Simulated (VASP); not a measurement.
# BaS (Fm-3m) in VASP: a series of runs

One crystal, BaS, is run at these levels: PBE; tasks: single point.

Everything below comes from runs of VASP 6.6.1. Logs are shortened: lines on timing, memory, paths and dates and some standing lists are left out, and cuts for length are marked.

**What was measured.**

From a printed reference work, monograph, original work of 1988, for a bulk crystal of BaS at 2 K: band gap 3.806 eV (indirect).

The results are compared with them further down.

### Step 1. Starting point

It takes space group Fm-3m (No. 225, cubic). Conventional cell: a = 6.364 Å, b = 6.364 Å, c = 6.364 Å, α = 90.00°, β = 90.00°, γ = 90.00°. Ba (site symmetry m-3m) is surrounded by 6 S at 3.18 Å. S (site symmetry m-3m) is surrounded by 6 Ba at 3.18 Å.

### Step 2. Single point, PBE

Contents of INCAR:

```
SYSTEM = BaS
PREC = Accurate
ENCUT = 520
EDIFF = 1E-7
ISMEAR = 0
SIGMA = 0.02
LREAL = .FALSE.
LASPH = .TRUE.
NELM = 100
ALGO = Normal
ISIF = 2
LWAVE = .FALSE.
LCHARG = .FALSE.
GGA = PE
NBANDS = 15
```

Contents of KPOINTS:

```
Automatic mesh
0
G
  8 8 8
  0 0 0
```

Contents of POSCAR:

```
BaS
1.0
    0.0000000000      3.1819218478      3.1819218478
    3.1819218478      0.0000000000      3.1819218478
    3.1819218478      3.1819218478      0.0000000000
Ba S
1 1
Direct
    0.0000000000      0.0000000000      0.0000000000
    0.5000000000      0.5000000000      0.5000000000
```

Potentials or basis: VASP PAW PBE potentials, release 64 (Ba_sv, S).

Launch:

```console
$ cat potpaw_PBE.64/Ba_sv/POTCAR potpaw_PBE.64/S/POTCAR > POTCAR
$ mpirun -np 1 vasp_std > vasp.out
```

OUTCAR:

```text
SYSTEM = BaS
   PREC = Accurate
   ENCUT = 520
   EDIFF = 1E-7
   ISMEAR = 0
   LREAL = .FALSE.
   LASPH = .TRUE.
   NELM = 100
   ISIF = 2
   GGA = PE

 ion  position               nearest neighbor table
   1  0.000  0.000  0.000-   2 3.18   2 3.18   2 3.18   2 3.18   2 3.18   2 3.18
   2  0.500  0.500  0.500-   1 3.18   1 3.18   1 3.18   1 3.18   1 3.18   1 3.18

  LATTYP: Found a face centered cubic cell.
 ALAT       =     6.3638436956

  Lattice vectors:

 A1 = (   0.0000000000,   3.1819218478,   3.1819218478)
 A2 = (   3.1819218478,   0.0000000000,   3.1819218478)
 A3 = (   3.1819218478,   3.1819218478,   0.0000000000)

Analysis of symmetry for initial positions (statically):
=====================================================================
 Subroutine PRICEL returns:
 Original cell was already a primitive cell.

 Routine SETGRP: Setting up the symmetry group for a
 face centered cubic supercell.

 Subroutine GETGRP returns: Found 48 space group operations
 (whereof 48 operations were pure point group operations)
 out of a pool of 48 trial point group operations.

The static configuration has the point symmetry O_h .

Analysis of symmetry for dynamics (positions and initial velocities):
=====================================================================
 Subroutine PRICEL returns:
 Original cell was already a primitive cell.

 Routine SETGRP: Setting up the symmetry group for a
 face centered cubic supercell.

 Subroutine GETGRP returns: Found 48 space group operations
 (whereof 48 operations were pure point group operations)
 out of a pool of 48 trial point group operations.

The dynamic configuration has the point symmetry O_h .

 Subroutine INISYM returns: Found 48 space group operations
 (whereof 48 operations are pure point group operations),
 and found     1 'primitive' translations

----------------------------------------------------------------------------------------

                                     Primitive cell

  volume of cell :      64.4315

  direct lattice vectors                    reciprocal lattice vectors
     0.000000000  3.181921848  3.181921848    -0.157137737  0.157137737  0.157137737
     3.181921848  0.000000000  3.181921848     0.157137737 -0.157137737  0.157137737
     3.181921848  3.181921848  0.000000000     0.157137737  0.157137737 -0.157137737

  length of vectors
     4.499917032  4.499917032  4.499917032     0.272170545  0.272170545  0.272170545

  position of ions in fractional coordinates (direct lattice)
     0.000000000  0.000000000  0.000000000
     0.500000000  0.500000000  0.500000000

  ion indices of the primitive-cell ions
   primitive index   ion index
                 1           1
                 2           2

----------------------------------------------------------------------------------------

 KPOINTS: Automatic mesh

Automatic generation of k-mesh.
 Grid dimensions read from file:
 generate k-points for:    8    8    8

 Generating k-lattice:

  Cartesian coordinates                     Fractional coordinates (reciprocal lattice)
    -0.019642217  0.019642217  0.019642217     0.125000000  0.000000000  0.000000000
     0.019642217 -0.019642217  0.019642217     0.000000000  0.125000000  0.000000000
     0.019642217  0.019642217 -0.019642217     0.000000000  0.000000000  0.125000000

  Length of vectors
     0.034021318  0.034021318  0.034021318

  Shift w.r.t. Gamma in fractional coordinates (k-lattice)
     0.000000000  0.000000000  0.000000000

 Subroutine IBZKPT returns following result:
 ===========================================

 Found     29 irreducible k-points:

 Following reciprocal coordinates:
            Coordinates               Weight
  0.000000  0.000000  0.000000      1.000000
  0.125000  0.000000  0.000000      8.000000
  0.250000  0.000000  0.000000      8.000000
  0.375000  0.000000  0.000000      8.000000
  0.500000  0.000000  0.000000      4.000000
  0.125000  0.125000  0.000000      6.000000
[... 16 lines left out ...]
  0.500000  0.250000  0.125000     48.000000
 -0.375000  0.250000  0.125000     24.000000
 [... further k-points ...]
   k-points           NKPTS =     29   k-points in BZ     NKDIM =     29   number of bands    NBANDS=     15
   number of dos      NEDOS =    301   number of ions     NIONS =      2
   total plane-waves  NPLWV =  46656
   dimension x,y,z NGX =    36 NGY =   36 NGZ =   36
   dimension x,y,z NGXF=    72 NGYF=   72 NGZF=   72
   ions per type =               1   1
   NGX,Y,Z   is equivalent  to a cutoff of  13.30, 13.30, 13.30 a.u.
   NGXF,Y,Z  is equivalent  to a cutoff of  26.60, 26.60, 26.60 a.u.
 SYSTEM =  BaS
   PREC   = accura    normal or accurate (medium, high low for compatibility)
   ISTART =      0    job   : 0-new  1-cont  2-samecut
   ICHARG =      2    charge: 1-file 2-atom 10-const
   ISPIN  =      1    spin polarized calculation?
   LNONCOLLINEAR =      F non collinear calculations
   LSORBIT =      F    spin-orbit coupling
   LASPH  =      T    aspherical Exc in radial PAW
   ENCUT  =  520.0 eV  38.22 Ry    6.18 a.u.   8.37  8.37  8.37*2*pi/ulx,y,z
   NELM   =    100;   NELMIN=  2; NELMDL= -5     # of ELM steps
   EDIFF  = 0.1E-06   stopping-criterion for ELM
   LREAL  =      F    real-space projection
   EDIFFG = 0.1E-05   stopping-criterion for IOM
   NSW    =      0    number of steps for IOM
   IBRION =     -1    ionic relax: 0-MD 1-quasi-New 2-CG
   NFREE  =      0    steps in history (QN), initial steepest desc. (CG)
   ISIF   =      2    stress and relaxation
   ISYM   =      2    0-nonsym 1-usesym 2-fastsym
   POTIM  = 0.5000    time-step for ionic-motion
   TEBEG  =    0.0;   TEEND  =   0.0 temperature during run
   PSTRESS=    0.0 pullay stress
   NELECT =      16.0000    total number of electrons
   NUPDOWN=      -1.0000    fix difference up-down
   EMIN   =  10.00;   EMAX   =-10.00  energy-range for DOS
   EFERMI =   0.00;   METHOD = LEGACY
   ISMEAR =     0;   SIGMA  =   0.02  broadening in eV -4-tet -1-fermi 0-gaus
   EFERMI_NEDOS =   21; number of points for ismear=-14 and -15
   IALGO  =     38    algorithm
   IMIX   =      4    mixing-type and parameters
     AMIX     =   0.40;   BMIX     =  1.00
     AMIX_MAG =   1.60;   BMIX_MAG =  1.00
  volume/ion in A,a.u.               =      32.22       217.40
  Fermi-wavevector in a.u.,A,eV,Ry     =   1.029000  1.944528 14.406403  1.058841
  Thomas-Fermi vector in A             =   2.163025
   LORBIT       =      0    0 simple, 1 ext, 2 COOP (PROOUT), +10 PAW based schemes
   GGA     = PE    functional components
   LHFCALC =     F    Hartree Fock is set to
   AEXX    =    0.0000 exact exchange contribution
   IVDW    =     0    specifies the selected vdW correction
   LEPSILON=     F    determine dielectric tensor
   LRPA    =     F    only Hartree local field effects (RPA)
 non-spin polarized calculation
 Gauss-broadening in eV      SIGMA  =   0.02
  energy-cutoff  :      520.00
  volume of cell :       64.43
 maximum number of plane-waves:      1807
 NGX is ok and might be reduce to    36
   NGX = 17   NGY = 17   NGZ = 17

 number of electron      16.0000001 magnetization

 Free energy of the ion-electron system (eV)
  ---------------------------------------------------
  ext. energy  EPLUGINS =         0.00000000
  ---------------------------------------------------
  free energy    TOTEN  =       -10.17700855 eV

  energy without entropy =      -10.17700855  energy(sigma->0) =      -10.17700855

 E-fermi :   1.6835     XC(G=0):  -8.6722

 val. band max:        1.5120213115   @ k =   0.0000   0.0000   0.0000
 cond. band min:       3.5999181018   @ k =   0.5000   0.5000   0.0000
 fundamental gap:      2.0878967903
 Fermi energy:         1.6834566026

 k-point     1 :       0.0000    0.0000    0.0000
  band No.  band energies     occupation
      1     -24.5275      2.00000
      2      -9.5818      2.00000
      3      -9.5818      2.00000
      4      -9.5818      2.00000
      5      -8.8657      2.00000
      6       1.5120      2.00000
      7       1.5120      2.00000
      8       1.5120      2.00000
      9       5.1665      0.00000
     10       5.3818      0.00000
     11       5.3818      0.00000
     12       5.3818      0.00000
     13       6.3194      0.00000
     14       6.3194      0.00000
     15      10.2660      0.00000

 k-point     2 :       0.1250    0.0000    0.0000
  band No.  band energies     occupation
      1     -24.5206      2.00000
      2      -9.9071      2.00000
      3      -9.5876      2.00000
      4      -9.5876      2.00000
      5      -8.5268      2.00000
      6       1.0990      2.00000
      7       1.2969      2.00000
      8       1.2969      2.00000
      9       5.3862      0.00000
     10       5.6184      0.00000
     11       5.6184      0.00000
     12       5.7713      0.00000
     13       6.7823      0.00000
     14       6.7823      0.00000
     15      10.8973      0.00000

 k-point     3 :       0.2500    0.0000    0.0000
  band No.  band energies     occupation
      1     -24.5039      2.00000
      2     -10.3513      2.00000
      3      -9.6017      2.00000
      4      -9.6017      2.00000
      5      -8.0480      2.00000
      6       0.3509      2.00000
      7       0.8722      2.00000
      8       0.8722      2.00000
      9       5.6240      0.00000
     10       6.2798      0.00000
     11       6.2798      0.00000
     12       6.9634      0.00000
     13       7.9405      0.00000
     14       7.9405      0.00000
     15      12.1648      0.00000

 k-point     4 :       0.3750    0.0000    0.0000
  band No.  band energies     occupation
      1     -24.4871      2.00000
      2     -10.6612      2.00000
      3      -9.6155      2.00000
      4      -9.6155      2.00000
      5      -7.6998      2.00000
      6      -0.2331      2.00000
      7       0.5296      2.00000
      8       0.5296      2.00000
      9       6.2455      0.00000
     10       7.2282      0.00000
     11       7.2282      0.00000
     12       7.7193      0.00000
     13       9.3717      0.00000
     14       9.3717      0.00000
     15      11.8343      0.00000
[... 307 lines left out ...]
 k-point    22 :       0.3750    0.2500    0.1250
  band No.  band energies     occupation
      1     -24.4917      2.00000
      2     -10.3732      2.00000
      3      -9.7204      2.00000
      4      -9.6321      2.00000
      5      -8.0405      2.00000
      6       0.1097      2.00000
      7       0.8068      2.00000
      8       1.2133      2.00000
      9       4.8921      0.00000
     10       6.6172      0.00000
     11       7.0358      0.00000
     12       7.6003      0.00000
     13       7.7964      0.00000
     14       9.7109      0.00000
     15      11.8434      0.00000

 k-point    23 :       0.5000    0.2500    0.1250
  band No.  band energies     occupation
      1     -24.4784      2.00000
      2     -10.5033      2.00000
      3      -9.7739      2.00000
      4      -9.6657      2.00000
      5      -7.9286      2.00000
      6       0.0402      2.00000
      7       0.5797      2.00000
      8       0.9697      2.00000
      9       5.3908      0.00000
     10       7.1581      0.00000
     11       7.6996      0.00000
     12       7.8717      0.00000
     13       9.0524      0.00000
     14      10.3176      0.00000
     15      10.9901      0.00000

 k-point    24 :      -0.3750    0.2500    0.1250
  band No.  band energies     occupation
      1     -24.4729      2.00000
      2     -10.5543      2.00000
      3      -9.7840      2.00000
      4      -9.6908      2.00000
      5      -7.8868      2.00000
      6       0.0126      2.00000
      7       0.6359      2.00000
      8       0.7194      2.00000
      9       6.2196      0.00000
     10       6.4017      0.00000
     11       8.2159      0.00000
     12       8.4650      0.00000
     13       9.4212      0.00000
     14      10.3411      0.00000
     15      11.0387      0.00000

 [... further k-points ...]
[... 5 lines left out ...]
  --------------------------------------------------------------------------------------
  -------------------------------------------------------------------------------------
  Total        0.7925617      0.7925617      0.7925617      0.0000000     -0.0000000      0.0000000
  in kB       19.7081179     19.7081179     19.7081179      0.0000000     -0.0000000      0.0000000
  external PRESSURE =      19.7081179 kB  Pullay stress =       0.0000000 kB

 VOLUME and BASIS-vectors are now :
 -----------------------------------------------------------------------------
  energy-cutoff  :      520.00
  volume of cell :       64.43
      direct lattice vectors                 reciprocal lattice vectors
     0.000000000  3.181921848  3.181921848    -0.157137737  0.157137737  0.157137737
     3.181921848  0.000000000  3.181921848     0.157137737 -0.157137737  0.157137737
     3.181921848  3.181921848  0.000000000     0.157137737  0.157137737 -0.157137737

 POSITION                                       TOTAL-FORCE (eV/Angst)
 -----------------------------------------------------------------------------------
      0.00000      0.00000      0.00000         0.000000      0.000000     -0.000000
      3.18192      3.18192      3.18192        -0.000000     -0.000000      0.000000
 -----------------------------------------------------------------------------------
    total drift:                                0.000000      0.000000      0.000000

  FREE ENERGIE OF THE ION-ELECTRON SYSTEM (eV)
  ---------------------------------------------------
  free  energy   TOTEN  =       -10.1770085464 eV

  energy  without entropy=      -10.1770085464  energy(sigma->0) =      -10.17700855
```

It took 20 s on 1 thread of Intel Xeon Platinum 8488C (Sapphire Rapids), shared host; peak memory 0.21 GiB.

Results:

```yaml
Free_energy: -10.1770 eV
Pressure: 2.0 GPa
Band_gap_on_the_k_mesh: 2.09 eV, indirect (least direct gap 2.22 eV)
```

Levels at points of the mesh, in eV from the valence-band top:
| k point | band 4 | band 5 | band 6 | band 7 | band 8 | band 9 | band 10 | band 11 | band 12 | band 13 |
| --- | --- | --- | --- | --- | --- | --- | --- | --- | --- | --- |
| (0.00, 0.00, 0.00) | -11.09 | -10.38 | 0.00 | 0.00 | 0.00 | 3.65 | 3.87 | 3.87 | 3.87 | 4.81 |
| (0.50, 0.00, 0.00) | -11.13 | -9.09 | -1.96 | -1.11 | -1.11 | 5.58 | 5.73 | 6.35 | 6.35 | 9.01 |
| (0.50, 0.50, 0.00) | -11.29 | -10.29 | -0.51 | -0.13 | -0.13 | 2.09 | 5.96 | 6.09 | 7.55 | 7.55 |

Caveat: spin-orbit coupling is left out, which moves the levels of the heavy elements.

### Step 3. Single point, PBE

This run uses another cell than the first one, of 30.22 Å³/atom, 0.938 times its volume.

Contents of INCAR:

```
ALGO = Fast ; EDIFF = 1E-6
ENCUT = 520 ; GGA = PE
ISIF = 2 ; ISMEAR = 0
LASPH = T ; LCHARG = T
LELF = T ; LREAL = F
LVHAR = T ; LWAVE = F
NBANDS = 15 ; NELM = 80
PREC = Accurate ; SIGMA = 0.02
```

Contents of KPOINTS:

```
k-points
0
Gamma
  8 8 8
```

Contents of POSCAR:

```
BaS
1.0
    0.0000000000      3.1149140043      3.1149140043
    3.1149140043      0.0000000000      3.1149140043
    3.1149140043      3.1149140043      0.0000000000
Ba S
1 1
Direct
    0.0000000000      0.0000000000      0.0000000000
    0.5000000000      0.5000000000      0.5000000000
```

Potentials or basis: VASP PAW PBE potentials, release 64 (Ba_sv, S).

Launch:

```console
$ cat potpaw_PBE.64/Ba_sv/POTCAR potpaw_PBE.64/S/POTCAR > POTCAR
$ mpirun -np 1 vasp_std > vasp.out
```

Wall time 23 s (1 thread of Intel Xeon Platinum 8488C (Sapphire Rapids), shared host); peak memory 0.21 GiB.

The run converged. Its results:

* Free energy: -10.0843 eV
* Pressure: 5.6 GPa
* Band gap on the k mesh: 1.96 eV, indirect (least direct gap 2.05 eV)

Levels at points of the mesh, in eV from the valence-band top:
```csv
k point,band 6,band 7,band 8,band 9,band 10,band 11
"(0.00, 0.00, 0.00)",0.00,0.00,0.00,3.86,3.86,3.86
"(0.50, 0.00, 0.00)",-2.11,-1.24,-1.24,5.80,5.92,6.59
"(0.50, 0.50, 0.00)",-0.42,-0.09,-0.09,1.96,6.12,6.50
```

Caveat: spin-orbit coupling is left out, which moves the levels of the heavy elements.

[end of part 1 of 2]
